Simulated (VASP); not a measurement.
# I (Pm-3n) in VASP: further runs, part 2 of 2

VASP 6.6.1. The steps go on from the part before.

### Step 4. Relaxation of cell and atoms, LDA, target pressure 47 GPa, at which the enthalpy is minimised

The input, INCAR:

```
ALGO     = Normal         # electronic algorithm
EDIFF    = 1E-6           # SCF threshold, eV
EDIFFG   = -0.01          # ionic threshold
ENCUT    = 600            # plane-wave cutoff, eV
GGA      = CA             # functional
IBRION   = 2              # ionic algorithm
ISIF     = 3              # what is computed and relaxed
ISMEAR   = 0              # smearing method
KPAR     = 2            
LASPH    = T              # aspherical terms in the spheres
LCHARG   = F              # write CHGCAR
LREAL    = F              # projectors in reciprocal space
LWAVE    = F              # write WAVECAR
NELM     = 80             # most SCF steps
NSW      = 90             # ionic steps
PREC     = Accurate       # precision mode
PSTRESS  = 470.0        
SIGMA    = 0.03           # smearing width, eV
```

The input, KPOINTS:

```
k-points
0
Gamma
  6 6 6
```

The input, POSCAR:

```
I
1.0
    5.4618000000      0.0000000000      0.0000000000
    0.0000000000      5.4618000000      0.0000000000
    0.0000000000      0.0000000000      5.4618000000
I
8
Direct
    0.0000000000      0.0000000000      0.0000000000
    0.5000000000      0.5000000000      0.5000000000
    0.2500000000      0.5000000000      0.0000000000
    0.7500000000      0.5000000000      0.0000000000
    0.0000000000      0.7500000000      0.5000000000
    0.0000000000      0.2500000000      0.5000000000
    0.5000000000      0.0000000000      0.7500000000
    0.5000000000      0.0000000000      0.2500000000
```

Potentials or basis: VASP PAW LDA potentials, release 64 (I).

Run with:

```bash
$ cat potpaw_LDA.64/I/POTCAR > POTCAR
$ mpirun -np 2 vasp_std > vasp.out
```

Wall time 87 s (2 MPI ranks of Intel Xeon Platinum 8559C (Emerald Rapids), shared host); peak memory 0.3 GiB.

Results (log left out):

```
Free energy                                            : -5.3816 eV
Relaxed volume                                         : 20.47 Å³/atom
Relaxed cell                                           : a = 5.471 Å, b = 5.471 Å, c = 5.471 Å, α = 90.00°, β = 90.00°, γ = 90.00°
Space group after relaxing (to 0.05 Å)                 : Pm-3n (No. 223)
Energy change on relaxing (the enthalpy is what falls) : -29.3 meV/atom
Ionic steps                                            : 3
Pressure after relaxing                                : 47.0 GPa
Band gap on the k mesh                                 : none (metal or under the smearing width)
```

The path:
```csv
step,energy change (eV),largest force (eV/Å),pressure (GPa),volume (Å³)
1,0.0000,0.0000,48.06,162.93
2,-0.9188,0.0000,43.83,166.14
3,-0.2342,0.0000,46.99,163.72
```

Final structure:
```yaml
crystal:
  lattice:
    - [5.47061, 0.00000, 0.00000]
    - [0.00000, 5.47061, 0.00000]
    - [0.00000, 0.00000, 5.47061]
  atoms:
    - { symbol: I, position: [0.00000, 0.00000, 0.00000] }
    - { symbol: I, position: [0.50000, 0.50000, 0.50000] }
    - { symbol: I, position: [0.25000, 0.50000, 0.00000] }
    - { symbol: I, position: [0.75000, 0.50000, 0.00000] }
    - { symbol: I, position: [0.00000, 0.75000, 0.50000] }
    - { symbol: I, position: [0.00000, 0.25000, 0.50000] }
    - { symbol: I, position: [0.50000, 0.00000, 0.75000] }
    - { symbol: I, position: [0.50000, 0.00000, 0.25000] }
```

Levels at points of the mesh, in eV from the Fermi level:
```csv
k point,band 25,band 26,band 27,band 28,band 29,band 30,band 31,band 32
"(0.00, 0.00, 0.00)",-1.45,-1.45,0.52,0.52,0.52,3.76,3.76,3.76
"(0.50, 0.00, 0.00)",-1.40,-1.40,0.45,0.45,1.12,1.12,3.15,3.15
"(0.50, 0.50, 0.00)",-1.18,-1.18,-1.03,-0.81,-0.64,0.87,0.87,2.95
"(0.50, 0.50, 0.50)",-2.80,-2.80,-2.11,-2.11,-2.11,-2.11,-2.11,-2.11
```

Caveat: the cell is relaxed towards a set pressure, so the enthalpy falls and the energy may rise.

### Step 5. Relaxation of cell and atoms, LDA, target pressure 47 GPa, at which the enthalpy is minimised

This run uses another cell than the first one, of 20.47 Å³/atom, 1.005 times its volume.

Edit INCAR of step 4 so:

```diff
@@ -1,4 +1,4 @@
 ALGO     = Normal         # electronic algorithm
-EDIFF    = 1E-6           # SCF threshold, eV
-EDIFFG   = -0.01          # ionic threshold
+EDIFF    = 1E-7           # SCF threshold, eV
+EDIFFG   = -0.005         # ionic threshold
 ENCUT    = 600            # plane-wave cutoff, eV
```

KPOINTS is that of step 4.

The input, POSCAR:

```
I                                       
1.0
    5.4706093100      0.0000000000      0.0000000000
   -0.0000000000      5.4706093100      0.0000000000
    0.0000000000      0.0000000000      5.4706093100
  I             
     8
Direct
     0.0000000000000000    0.0000000000000000    0.0000000000000000
     0.5000000000000000    0.5000000000000000    0.5000000000000000
     0.2500000000000000    0.5000000000000000    0.0000000000000000
     0.7500000000000000    0.5000000000000000    0.0000000000000000
     0.0000000000000000    0.7500000000000000    0.5000000000000000
     0.0000000000000000    0.2500000000000000    0.5000000000000000
     0.5000000000000000    0.0000000000000000    0.7500000000000000
     0.5000000000000000    0.0000000000000000    0.2500000000000000
```

Potentials or basis: VASP PAW LDA potentials, release 64 (I).

Run with:

```bash
$ cat potpaw_LDA.64/I/POTCAR > POTCAR
$ mpirun -np 2 vasp_std > vasp.out
```

OUTCAR:

```text
EDIFF = 1E-7
   EDIFFG = -0.005
   ENCUT = 600
   GGA = CA
   IBRION = 2
   ISIF = 3
   ISMEAR = 0
   LASPH = T
   LREAL = F
   NELM = 80
   NSW = 90
   PREC = Accurate
   PSTRESS = 470.0

 ion  position               nearest neighbor table
   1  0.000  0.000  0.000-   3 3.06   4 3.06   5 3.06   6 3.06   7 3.06   8 3.06   5 3.06   6 3.06
                             3 3.06   4 3.06   7 3.06   8 3.06
   2  0.500  0.500  0.500-   3 3.06   4 3.06   5 3.06   6 3.06   7 3.06   8 3.06   3 3.06   4 3.06
                             7 3.06   8 3.06   5 3.06   6 3.06
   3  0.250  0.500  0.000-   4 2.74   4 2.74   1 3.06   2 3.06   1 3.06   2 3.06   8 3.35   5 3.35
                             5 3.35   6 3.35   6 3.35   7 3.35   8 3.35   7 3.35
   4  0.750  0.500  0.000-   3 2.74   3 2.74   1 3.06   2 3.06   1 3.06   2 3.06   8 3.35   5 3.35
                             5 3.35   6 3.35   6 3.35   7 3.35   8 3.35   7 3.35
   5  0.000  0.750  0.500-   6 2.74   6 2.74   1 3.06   1 3.06   2 3.06   2 3.06   8 3.35   4 3.35
                             3 3.35   4 3.35   3 3.35   7 3.35   7 3.35   8 3.35
   6  0.000  0.250  0.500-   5 2.74   5 2.74   1 3.06   1 3.06   2 3.06   2 3.06   8 3.35   4 3.35
                             3 3.35   4 3.35   3 3.35   7 3.35   7 3.35   8 3.35
   7  0.500  0.000  0.750-   8 2.74   8 2.74   1 3.06   2 3.06   2 3.06   1 3.06   3 3.35   4 3.35
                             5 3.35   3 3.35   4 3.35   6 3.35   5 3.35   6 3.35
   8  0.500  0.000  0.250-   7 2.74   7 2.74   1 3.06   2 3.06   2 3.06   1 3.06   3 3.35   4 3.35
                             5 3.35   3 3.35   4 3.35   6 3.35   5 3.35   6 3.35

  LATTYP: Found a simple cubic cell.
 ALAT       =     5.4706093100

  Lattice vectors:

 A1 = (   5.4706093100,   0.0000000000,   0.0000000000)
 A2 = (   0.0000000000,   5.4706093100,   0.0000000000)
 A3 = (   0.0000000000,   0.0000000000,   5.4706093100)

Analysis of symmetry for initial positions (statically):
=====================================================================
 Subroutine PRICEL returns:
 Original cell was already a primitive cell.

 Routine SETGRP: Setting up the symmetry group for a
 simple cubic supercell.

[... 158 lines left out ...]
 conjugate gradient relaxation of ions
 non-spin polarized calculation
 Gauss-broadening in eV      SIGMA  =   0.03
  energy-cutoff  :      600.00
  volume of cell :      163.72
 maximum number of plane-waves:      5520
 NGX is ok and might be reduce to    48
   NGX = 21   NGY = 21   NGZ = 21

 number of electron      56.0000006 magnetization

 Free energy of the ion-electron system (eV)
  ---------------------------------------------------
  ext. energy  EPLUGINS =         0.00000000
  ---------------------------------------------------
  free energy    TOTEN  =        -5.38162313 eV

  energy without entropy =       -5.38028836  energy(sigma->0) =       -5.38095575

 E-fermi :  13.1430     XC(G=0): -11.8077

 val. band max:       13.0988647494   @ k =   0.5000   0.1667   0.1667
 cond. band min:      13.1539039884   @ k =   0.1667   0.1667   0.0000
 fundamental gap:      0.0550392390
 Fermi energy:        13.1430402569

 k-point     1 :       0.0000    0.0000    0.0000
  band No.  band energies     occupation
      1      -5.4428      2.00000
      2      -2.1894      2.00000
      3      -2.1894      2.00000
      4      -1.6075      2.00000
      5       0.1719      2.00000
      6       0.1719      2.00000
[... 709 lines left out ...]
     32      11.0309      2.00000
     33      20.4123      0.00000

------------------------ aborting loop because EDIFF is reached ----------------------------------------

  FORCE on cell =-STRESS in cart. coord.  units (eV):
  Direction    XX          YY          ZZ          XY          YZ          ZX
  --------------------------------------------------------------------------------------
  -------------------------------------------------------------------------------------
  Total       48.0154843     48.0154843     48.0154843     -0.0000000     -0.0000000     -0.0000000
  in kB      469.8776576    469.8776576    469.8776576     -0.0000000     -0.0000000     -0.0000000
  external PRESSURE =      -0.1223424 kB  Pullay stress =     470.0000000 kB

 VOLUME and BASIS-vectors are now :
 -----------------------------------------------------------------------------
  energy-cutoff  :      600.00
  volume of cell :      163.72
      direct lattice vectors                 reciprocal lattice vectors
     5.470609310  0.000000000  0.000000000     0.182794995  0.000000000  0.000000000
     0.000000000  5.470609310  0.000000000     0.000000000  0.182794995  0.000000000
     0.000000000  0.000000000  5.470609310     0.000000000  0.000000000  0.182794995

 POSITION                                       TOTAL-FORCE (eV/Angst)
 -----------------------------------------------------------------------------------
      0.00000      0.00000      0.00000         0.000000     -0.000000      0.000000
      2.73530      2.73530      2.73530         0.000000     -0.000000      0.000000
      1.36765      2.73530      0.00000        -0.000000     -0.000000      0.000000
      4.10296      2.73530      0.00000         0.000000      0.000000     -0.000000
      0.00000      4.10296      2.73530        -0.000000      0.000000     -0.000000
      0.00000      1.36765      2.73530        -0.000000     -0.000000      0.000000
      2.73530      0.00000      4.10296        -0.000000     -0.000000     -0.000000
      2.73530      0.00000      1.36765         0.000000     -0.000000      0.000000
 -----------------------------------------------------------------------------------
    total drift:                               -0.000000      0.000000     -0.000000

  FREE ENERGIE OF THE ION-ELECTRON SYSTEM (eV)
  ---------------------------------------------------
  free  energy   TOTEN  =        -5.3816231294 eV

  energy  without entropy=       -5.3802883640  energy(sigma->0) =       -5.38095575

  enthalpy is  TOTEN    =        42.6463629672 eV   P V=       48.0279860966

 reached required accuracy - stopping structural energy minimisation
```

OSZICAR:

```text
N       E                     dE             d eps       ncg     rms          rms(c)
DAV:   1     0.380013737101E+03    0.38001E+03   -0.26154E+04  1320   0.167E+03
DAV:   2     0.219250724870E+02   -0.35809E+03   -0.35308E+03  1760   0.243E+02
DAV:   3    -0.488215357245E+01   -0.26807E+02   -0.26364E+02  1588   0.711E+01
DAV:   4    -0.545334022112E+01   -0.57119E+00   -0.56539E+00  1502   0.119E+01
DAV:   5    -0.546507600627E+01   -0.11736E-01   -0.11732E-01  1547   0.190E+00    0.358E+01
DAV:   6    -0.540361374586E+01    0.61462E-01   -0.47893E-02  1477   0.979E-01    0.219E+01
DAV:   7    -0.538294076984E+01    0.20673E-01   -0.70741E-02  1402   0.112E+00    0.452E-01
DAV:   8    -0.538170964173E+01    0.12311E-02   -0.75979E-03  1450   0.415E-01    0.244E-01
DAV:   9    -0.538164975821E+01    0.59884E-04   -0.44192E-04  1558   0.968E-02    0.952E-02
DAV:  10    -0.538162910020E+01    0.20658E-04   -0.31437E-05  1460   0.253E-02    0.478E-02
DAV:  11    -0.538162311309E+01    0.59871E-05   -0.17204E-05  1412   0.174E-02    0.118E-02
DAV:  12    -0.538162314005E+01   -0.26955E-07   -0.15638E-06  1490   0.551E-03    0.582E-03
DAV:  13    -0.538162312940E+01    0.10652E-07   -0.72745E-08   735   0.124E-03
   1 F= 0.42646363E+02 E0= 0.42647030E+02  d E =0.426464E+02
```

Run time: 40 s. Hardware: 2 MPI ranks of Intel Xeon Platinum 8559C (Emerald Rapids), shared host; peak memory 0.29 GiB.

Results:

```yaml
Free_energy: -5.3816 eV
Pressure_after_relaxing: 47.0 GPa
Band_gap_on_the_k_mesh: none (metal or under the smearing width)
```

Final structure:
```
CELL_PARAMETERS angstrom
5.47061 0.00000 0.00000
0.00000 5.47061 0.00000
0.00000 0.00000 5.47061
ATOMIC_POSITIONS crystal
I 0.00000 0.00000 0.00000
I 0.50000 0.50000 0.50000
I 0.25000 0.50000 0.00000
I 0.75000 0.50000 0.00000
I 0.00000 0.75000 0.50000
I 0.00000 0.25000 0.50000
I 0.50000 0.00000 0.75000
I 0.50000 0.00000 0.25000
```

Caveat: the relaxation stopped at its first step, so nothing moved; the cell is relaxed towards a set pressure, so the enthalpy falls and the energy may rise. The run has no spin-orbit coupling, so splittings on I are missing.
